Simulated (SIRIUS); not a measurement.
# BAs (F-43m) in SIRIUS: further runs, part 4 of 4

SIRIUS 7.12.0.

## Step 7: Equation of state, RPBE, 14.17 Å³/atom (volume scaled by 1.04)

File sirius.json:

```json
{
  "control": {
    "processing_unit": "cpu",
    "std_evp_solver_name": "lapack",
    "gen_evp_solver_name": "lapack",
    "verbosity": 2,
    "print_forces": false,
    "ortho_rf": true,
    "use_second_variation": true,
    "rmt_max": 3.0,
    "num_bands_to_print": 21,
    "save_wf": true
  },
  "parameters": {
    "electronic_structure_method": "full_potential_lapwlo",
    "xc_functionals": ["XC_GGA_X_RPBE", "XC_GGA_C_PBE"],
    "core_relativity": "dirac",
    "valence_relativity": "iora",
    "num_fv_states": 21,
    "smearing": "fermi_dirac",
    "smearing_width": 0.0018374661,
    "pw_cutoff": 21,
    "gk_cutoff": 4.09,
    "lmax_apw": 10,
    "lmax_rho": 8,
    "lmax_pot": 8,
    "num_mag_dims": 0,
    "auto_rmt": 0,
    "ngridk": [10, 10, 10],
    "shiftk": [0, 0, 0],
    "num_dft_iter": 80,
    "energy_tol": 1e-07,
    "density_tol": 1e-05,
    "use_symmetry": true
  },
  "settings": {"tol_ne": 1e-10},
  "iterative_solver": {"type": "exact"},
  "mixer": {"type": "anderson", "beta": 0.5, "max_history": 8},
  "unit_cell": {
    "lattice_vectors": [[0.0, 4.5730072765, 4.5730072765], [4.5730072765, 0.0, 4.5730072765], [4.5730072765, 4.5730072765, 0.0]],
    "atom_types": ["As", "B"],
    "atom_files": {"As": "As.json", "B": "B.json"},
    "atoms": {"As": [[0.75, 0.75, 0.75]], "B": [[0.0, 0.0, 0.0]]}
  }
}
```

File As.json:

```json
{
  "name": "arsenic",
  "symbol": "As",
  "number": 33,
  "mass": 74.9216,
  "rmin": 1e-06,
  "rmt": 2.18,
  "nrmt": 800,
  "rinf": 15.07,
  "core": "1s2s2p",
  "valence": [
    {"basis": [{"enu": 0.07, "dme": 0, "n": 0, "auto": 0}, {"enu": 0.07, "dme": 1, "n": 0, "auto": 0}]},
    {"l": 0, "n": 1, "basis": [{"enu": 0.0486, "dme": 0, "n": 0, "auto": 0}]},
    {"l": 1, "n": 2, "basis": [{"enu": 0.17, "dme": 0, "n": 0, "auto": 0}]},
    {"l": 2, "n": 3, "basis": [{"enu": 0.17, "dme": 0, "n": 0, "auto": 0}]},
    {"l": 3, "n": 4, "basis": [{"enu": 0.17, "dme": 0, "n": 0, "auto": 0}]}
  ],
  "lo": [
    {
      "l": 0,
      "basis": [{"enu": 0.0486, "dme": 0, "n": 0, "auto": 0}, {"enu": 0.0486, "dme": 1, "n": 0, "auto": 0}]
    },
    {
      "l": 0,
      "basis": [{"enu": 0.0486, "dme": 1, "n": 0, "auto": 0}, {"enu": 0.0486, "dme": 2, "n": 0, "auto": 0}]
    },
    {
      "l": 0,
      "basis": [{"enu": -6.5808, "dme": 0, "n": 3, "auto": 1}, {"enu": -6.5808, "dme": 1, "n": 3, "auto": 1}]
    },
    {
      "l": 0,
      "basis": [{"enu": 0.0486, "dme": 0, "n": 0, "auto": 0}, {"enu": 2.5736, "dme": 0, "n": 0, "auto": 0}]
    },
    {"l": 1, "basis": [{"enu": 0.17, "dme": 0, "n": 0, "auto": 0}, {"enu": 0.17, "dme": 1, "n": 0, "auto": 0}]},
    {
      "l": 1,
      "basis": [{"enu": -4.5309, "dme": 0, "n": 3, "auto": 1}, {"enu": -4.5309, "dme": 1, "n": 3, "auto": 1}]
    },
    {
      "l": 1,
      "basis": [{"enu": -4.5309, "dme": 1, "n": 3, "auto": 1}, {"enu": 0.17, "dme": 0, "n": 0, "auto": 0}]
    },
    {"l": 1, "basis": [{"enu": 0.17, "dme": 0, "n": 0, "auto": 0}, {"enu": 4.0417, "dme": 0, "n": 0, "auto": 0}]},
    {"l": 2, "basis": [{"enu": 0.17, "dme": 0, "n": 0, "auto": 0}, {"enu": 0.17, "dme": 1, "n": 0, "auto": 0}]},
    {
      "l": 2,
      "basis": [{"enu": -1.1385, "dme": 0, "n": 3, "auto": 1}, {"enu": -1.1385, "dme": 1, "n": 3, "auto": 1}]
    },
    {
      "l": 2,
      "basis": [{"enu": -1.1385, "dme": 1, "n": 3, "auto": 1}, {"enu": 0.17, "dme": 0, "n": 0, "auto": 0}]
    },
    {"l": 2, "basis": [{"enu": 0.17, "dme": 0, "n": 0, "auto": 0}, {"enu": 4.5467, "dme": 0, "n": 0, "auto": 0}]},
    {"l": 3, "basis": [{"enu": 0.17, "dme": 0, "n": 0, "auto": 0}, {"enu": 0.17, "dme": 1, "n": 0, "auto": 0}]},
    {"l": 3, "basis": [{"enu": 0.17, "dme": 0, "n": 0, "auto": 0}, {"enu": 3.8313, "dme": 0, "n": 0, "auto": 0}]}
  ],
  "free_atom": [... radial grid and density of the free atom, the start of the SCF ...]
}
```

File B.json:

```json
{
  "name": "boron",
  "symbol": "B",
  "number": 5,
  "mass": 10.811,
  "rmin": 1e-06,
  "rmt": 1.59,
  "nrmt": 800,
  "rinf": 17.81,
  "core": "",
  "valence": [
    {"basis": [{"enu": 0.07, "dme": 0, "n": 0, "auto": 0}, {"enu": 0.07, "dme": 1, "n": 0, "auto": 0}]},
    {"l": 0, "n": 1, "basis": [{"enu": 0.1159, "dme": 0, "n": 0, "auto": 0}]},
    {"l": 1, "n": 2, "basis": [{"enu": 0.17, "dme": 0, "n": 0, "auto": 0}]},
    {"l": 2, "n": 3, "basis": [{"enu": 0.17, "dme": 0, "n": 0, "auto": 0}]},
    {"l": 3, "n": 4, "basis": [{"enu": 0.17, "dme": 0, "n": 0, "auto": 0}]}
  ],
  "lo": [
    {
      "l": 0,
      "basis": [{"enu": 0.1159, "dme": 0, "n": 0, "auto": 0}, {"enu": 0.1159, "dme": 1, "n": 0, "auto": 0}]
    },
    {
      "l": 0,
      "basis": [{"enu": 0.1159, "dme": 1, "n": 0, "auto": 0}, {"enu": 0.1159, "dme": 2, "n": 0, "auto": 0}]
    },
    {
      "l": 0,
      "basis": [{"enu": -6.2564, "dme": 0, "n": 1, "auto": 1}, {"enu": -6.2564, "dme": 1, "n": 1, "auto": 1}]
    },
    {
      "l": 0,
      "basis": [{"enu": 0.1159, "dme": 0, "n": 0, "auto": 0}, {"enu": 4.8625, "dme": 0, "n": 0, "auto": 0}]
    },
    {"l": 1, "basis": [{"enu": 0.17, "dme": 0, "n": 0, "auto": 0}, {"enu": 0.17, "dme": 1, "n": 0, "auto": 0}]},
    {"l": 1, "basis": [{"enu": 0.17, "dme": 1, "n": 0, "auto": 0}, {"enu": 0.17, "dme": 2, "n": 0, "auto": 0}]},
    {"l": 1, "basis": [{"enu": 0.17, "dme": 0, "n": 0, "auto": 0}, {"enu": 5.6286, "dme": 0, "n": 0, "auto": 0}]},
    {"l": 2, "basis": [{"enu": 0.17, "dme": 0, "n": 0, "auto": 0}, {"enu": 0.17, "dme": 1, "n": 0, "auto": 0}]},
    {"l": 2, "basis": [{"enu": 0.17, "dme": 1, "n": 0, "auto": 0}, {"enu": 0.17, "dme": 2, "n": 0, "auto": 0}]},
    {"l": 2, "basis": [{"enu": 0.17, "dme": 0, "n": 0, "auto": 0}, {"enu": 6.3406, "dme": 0, "n": 0, "auto": 0}]},
    {"l": 3, "basis": [{"enu": 0.17, "dme": 0, "n": 0, "auto": 0}, {"enu": 0.17, "dme": 1, "n": 0, "auto": 0}]}
  ],
  "free_atom": [... radial grid and density of the free atom, the start of the SCF ...]
}
```

File sirius_start.json:

```json
{
  "control": {
    "processing_unit": "cpu",
    "std_evp_solver_name": "lapack",
    "gen_evp_solver_name": "lapack",
    "verbosity": 1,
    "print_forces": false,
    "ortho_rf": true,
    "use_second_variation": true,
    "rmt_max": 3.0,
    "num_bands_to_print": 21,
    "save_wf": false
  },
  "parameters": {
    "electronic_structure_method": "full_potential_lapwlo",
    "xc_functionals": ["XC_LDA_X", "XC_LDA_C_PW"],
    "core_relativity": "dirac",
    "valence_relativity": "iora",
    "num_fv_states": 21,
    "smearing": "fermi_dirac",
    "smearing_width": 0.0055123983,
    "pw_cutoff": 21,
    "gk_cutoff": 3.27,
    "lmax_apw": 10,
    "lmax_rho": 8,
    "lmax_pot": 8,
    "num_mag_dims": 0,
    "auto_rmt": 0,
    "ngridk": [4, 4, 4],
    "shiftk": [0, 0, 0],
    "num_dft_iter": 30,
    "energy_tol": 0.01,
    "density_tol": 0.05,
    "use_symmetry": true
  },
  "settings": {"tol_ne": 1e-10},
  "iterative_solver": {"type": "exact"},
  "mixer": {"type": "anderson", "beta": 0.5, "max_history": 8},
  "unit_cell": {
    "lattice_vectors": [[0.0, 4.5730072765, 4.5730072765], [4.5730072765, 0.0, 4.5730072765], [4.5730072765, 4.5730072765, 0.0]],
    "atom_types": ["As", "B"],
    "atom_files": {"As": "As.json", "B": "B.json"},
    "atoms": {"As": [[0.75, 0.75, 0.75]], "B": [[0.0, 0.0, 0.0]]}
  }
}
```

Run with:

```bash
$ OMP_NUM_THREADS=1 sirius.scf --input=sirius_start.json --output=start.json
$ OMP_NUM_THREADS=1 sirius.scf --input=sirius.json --output=output.json --task=1
```

Wall time 48 s (1 thread of Arm Neoverse V1, shared host); peak memory 0.45 GiB.

The run converged. Its results:

```
Free energy                                       : -62210.3699 eV
Band gap on the k mesh                            : 1.26 eV, indirect (least direct gap 3.24 eV)
All electrons inside the program's atomic spheres : As 31.02; B 3.44 (radii As 2.18, B 1.59 bohr)
```

## Step 8: Equation of state, RPBE, 14.44 Å³/atom (volume scaled by 1.06)

Changes to sirius.json since step 7:

```diff
@@ -39,3 +39,3 @@
   "unit_cell": {
-    "lattice_vectors": [[0.0, 4.5730072765, 4.5730072765], [4.5730072765, 0.0, 4.5730072765], [4.5730072765, 4.5730072765, 0.0]],
+    "lattice_vectors": [[0.0, 4.6021354968, 4.6021354968], [4.6021354968, 0.0, 4.6021354968], [4.6021354968, 4.6021354968, 0.0]],
     "atom_types": ["As", "B"],
```

File As.json:

```json
{
  "name": "arsenic",
  "symbol": "As",
  "number": 33,
  "mass": 74.9216,
  "rmin": 1e-06,
  "rmt": 2.18,
  "nrmt": 800,
  "rinf": 15.07,
  "core": "1s2s2p",
  "valence": [
    {"basis": [{"enu": 0.06, "dme": 0, "n": 0, "auto": 0}, {"enu": 0.06, "dme": 1, "n": 0, "auto": 0}]},
    {"l": 0, "n": 1, "basis": [{"enu": 0.0386, "dme": 0, "n": 0, "auto": 0}]},
    {"l": 1, "n": 2, "basis": [{"enu": 0.16, "dme": 0, "n": 0, "auto": 0}]},
    {"l": 2, "n": 3, "basis": [{"enu": 0.16, "dme": 0, "n": 0, "auto": 0}]},
    {"l": 3, "n": 4, "basis": [{"enu": 0.16, "dme": 0, "n": 0, "auto": 0}]}
  ],
  "lo": [
    {
      "l": 0,
      "basis": [{"enu": 0.0386, "dme": 0, "n": 0, "auto": 0}, {"enu": 0.0386, "dme": 1, "n": 0, "auto": 0}]
    },
    {
      "l": 0,
      "basis": [{"enu": 0.0386, "dme": 1, "n": 0, "auto": 0}, {"enu": 0.0386, "dme": 2, "n": 0, "auto": 0}]
    },
    {
      "l": 0,
      "basis": [{"enu": -6.5908, "dme": 0, "n": 3, "auto": 1}, {"enu": -6.5908, "dme": 1, "n": 3, "auto": 1}]
    },
    {
      "l": 0,
      "basis": [{"enu": 0.0386, "dme": 0, "n": 0, "auto": 0}, {"enu": 2.5636, "dme": 0, "n": 0, "auto": 0}]
    },
    {"l": 1, "basis": [{"enu": 0.16, "dme": 0, "n": 0, "auto": 0}, {"enu": 0.16, "dme": 1, "n": 0, "auto": 0}]},
    {
      "l": 1,
      "basis": [{"enu": -4.5409, "dme": 0, "n": 3, "auto": 1}, {"enu": -4.5409, "dme": 1, "n": 3, "auto": 1}]
    },
    {
      "l": 1,
      "basis": [{"enu": -4.5409, "dme": 1, "n": 3, "auto": 1}, {"enu": 0.16, "dme": 0, "n": 0, "auto": 0}]
    },
    {"l": 1, "basis": [{"enu": 0.16, "dme": 0, "n": 0, "auto": 0}, {"enu": 4.0317, "dme": 0, "n": 0, "auto": 0}]},
    {"l": 2, "basis": [{"enu": 0.16, "dme": 0, "n": 0, "auto": 0}, {"enu": 0.16, "dme": 1, "n": 0, "auto": 0}]},
    {
      "l": 2,
      "basis": [{"enu": -1.1485, "dme": 0, "n": 3, "auto": 1}, {"enu": -1.1485, "dme": 1, "n": 3, "auto": 1}]
    },
    {
      "l": 2,
      "basis": [{"enu": -1.1485, "dme": 1, "n": 3, "auto": 1}, {"enu": 0.16, "dme": 0, "n": 0, "auto": 0}]
    },
    {"l": 2, "basis": [{"enu": 0.16, "dme": 0, "n": 0, "auto": 0}, {"enu": 4.5367, "dme": 0, "n": 0, "auto": 0}]},
    {"l": 3, "basis": [{"enu": 0.16, "dme": 0, "n": 0, "auto": 0}, {"enu": 0.16, "dme": 1, "n": 0, "auto": 0}]},
    {"l": 3, "basis": [{"enu": 0.16, "dme": 0, "n": 0, "auto": 0}, {"enu": 3.8213, "dme": 0, "n": 0, "auto": 0}]}
  ],
  "free_atom": [... radial grid and density of the free atom, the start of the SCF ...]
}
```

File B.json:

```json
{
  "name": "boron",
  "symbol": "B",
  "number": 5,
  "mass": 10.811,
  "rmin": 1e-06,
  "rmt": 1.59,
  "nrmt": 800,
  "rinf": 17.81,
  "core": "",
  "valence": [
    {"basis": [{"enu": 0.06, "dme": 0, "n": 0, "auto": 0}, {"enu": 0.06, "dme": 1, "n": 0, "auto": 0}]},
    {"l": 0, "n": 1, "basis": [{"enu": 0.1059, "dme": 0, "n": 0, "auto": 0}]},
    {"l": 1, "n": 2, "basis": [{"enu": 0.16, "dme": 0, "n": 0, "auto": 0}]},
    {"l": 2, "n": 3, "basis": [{"enu": 0.16, "dme": 0, "n": 0, "auto": 0}]},
    {"l": 3, "n": 4, "basis": [{"enu": 0.16, "dme": 0, "n": 0, "auto": 0}]}
  ],
  "lo": [
    {
      "l": 0,
      "basis": [{"enu": 0.1059, "dme": 0, "n": 0, "auto": 0}, {"enu": 0.1059, "dme": 1, "n": 0, "auto": 0}]
    },
    {
      "l": 0,
      "basis": [{"enu": 0.1059, "dme": 1, "n": 0, "auto": 0}, {"enu": 0.1059, "dme": 2, "n": 0, "auto": 0}]
    },
    {
      "l": 0,
      "basis": [{"enu": -6.2664, "dme": 0, "n": 1, "auto": 1}, {"enu": -6.2664, "dme": 1, "n": 1, "auto": 1}]
    },
    {
      "l": 0,
      "basis": [{"enu": 0.1059, "dme": 0, "n": 0, "auto": 0}, {"enu": 4.8525, "dme": 0, "n": 0, "auto": 0}]
    },
    {"l": 1, "basis": [{"enu": 0.16, "dme": 0, "n": 0, "auto": 0}, {"enu": 0.16, "dme": 1, "n": 0, "auto": 0}]},
    {"l": 1, "basis": [{"enu": 0.16, "dme": 1, "n": 0, "auto": 0}, {"enu": 0.16, "dme": 2, "n": 0, "auto": 0}]},
    {"l": 1, "basis": [{"enu": 0.16, "dme": 0, "n": 0, "auto": 0}, {"enu": 5.6186, "dme": 0, "n": 0, "auto": 0}]},
    {"l": 2, "basis": [{"enu": 0.16, "dme": 0, "n": 0, "auto": 0}, {"enu": 0.16, "dme": 1, "n": 0, "auto": 0}]},
    {"l": 2, "basis": [{"enu": 0.16, "dme": 1, "n": 0, "auto": 0}, {"enu": 0.16, "dme": 2, "n": 0, "auto": 0}]},
    {"l": 2, "basis": [{"enu": 0.16, "dme": 0, "n": 0, "auto": 0}, {"enu": 6.3306, "dme": 0, "n": 0, "auto": 0}]},
    {"l": 3, "basis": [{"enu": 0.16, "dme": 0, "n": 0, "auto": 0}, {"enu": 0.16, "dme": 1, "n": 0, "auto": 0}]}
  ],
  "free_atom": [... radial grid and density of the free atom, the start of the SCF ...]
}
```

Changes to sirius_start.json since step 7:

```diff
@@ -39,3 +39,3 @@
   "unit_cell": {
-    "lattice_vectors": [[0.0, 4.5730072765, 4.5730072765], [4.5730072765, 0.0, 4.5730072765], [4.5730072765, 4.5730072765, 0.0]],
+    "lattice_vectors": [[0.0, 4.6021354968, 4.6021354968], [4.6021354968, 0.0, 4.6021354968], [4.6021354968, 4.6021354968, 0.0]],
     "atom_types": ["As", "B"],
```

Run with:

```bash
$ OMP_NUM_THREADS=1 sirius.scf --input=sirius_start.json --output=start.json
$ OMP_NUM_THREADS=1 sirius.scf --input=sirius.json --output=output.json --task=1
```

Run time: 49 s. Hardware: 1 thread of Arm Neoverse V1, shared host; peak memory 0.45 GiB.

Results (log left out):

* Free energy: -62210.3662 eV
* Band gap on the k mesh: 1.28 eV, indirect (least direct gap 3.21 eV)
* All electrons inside the program's atomic spheres: As 31.00; B 3.42 (radii As 2.18, B 1.59 bohr)

## Step 9: Equation of state, RPBE

Potentials or basis: all-electron FP-LAPW, apw+lo standard.

No new run: the results of the series are fitted here.

Results:

| Property | Result |
| --- | --- |
| Equilibrium volume | 14.18 Å³/atom |
| Bulk modulus | 126 GPa |
| Pressure derivative of the bulk modulus | 4.0 |

Energy against volume, from the lowest point:
```tsv
volume (Å³/atom)	energy (meV/atom)
12.809	61.32
13.081	38.05
13.354	20.72
13.626	9.00
13.899	2.23
14.171	0.00
14.444	1.87
```

RPBE and its kin give volumes clearly too large for solids.

## Step 10: How close it comes

Step 9. A measured bulk modulus of BAs is 148 GPa (quoted in “Basic Physical Properties of Cubic Boron Arsenide”, 2019, arxiv:1911.11281); the calculated 126 GPa misses it by -15.2 %. The fit is for a static lattice scaled at fixed shape and fixed fractional positions.
